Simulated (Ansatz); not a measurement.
A run of Ansatz 0.2.0:

File input.yaml:

```yaml
crystal:
  lattice:
    - [2.9, 0.0, 0.0]
    - [0.0, 3.17, 0.0]
    - [0.0, 0.0, 25.03242]
  atoms:
    - { symbol: Ga, position: [0.5, 0.25, 0.2996114639] }
    - { symbol: Ga, position: [0.0, 0.75, 0.3756097093] }
    - { symbol: Ga, position: [0.0, 0.25, 0.4620008773] }
    - { symbol: Ga, position: [0.5, 0.75, 0.5379991227] }
    - { symbol: Ga, position: [0.5, 0.25, 0.6243902907] }
    - { symbol: Ga, position: [0.0, 0.75, 0.7003885361] }
hamiltonian:
  xc: pbe
  pseudopotentials: { kind: paw }
kpoints:
  mp_grid: { grid: [9, 8, 1] }
scf:
  occupations: { method: fermi_dirac, width: 0.05 }
output:
  forces: true
  eigenvalues: true
relax:
  f_tol: 0.02
  max_steps: 40
  constraints: [{ sites: [0, 1, 2] }]
efield:
  axis: 3
  dipole_correction: true
  ramp_width: 0.04
```

Potentials or basis: Ansatz PAW.

Launch:

```bash
$ ansatz run input.yaml --threads 4 --pin off --max-ram 11264MiB --backend cpu --events-out ev --progress --plain --runs-dir out
```

Hardware: 4 threads of Intel(R) Xeon(R) Platinum 8488C (Sapphire Rapids) (shared host).

Q: How long does it take, and how much memory?

A: Wall time 19 s on 4 threads of Intel(R) Xeon(R) Platinum 8488C (Sapphire Rapids), on a shared host, peak memory 0.72 GiB. Counts: scf iterations 21, plane waves 4473, k points 25, bands 47, ion steps 4.
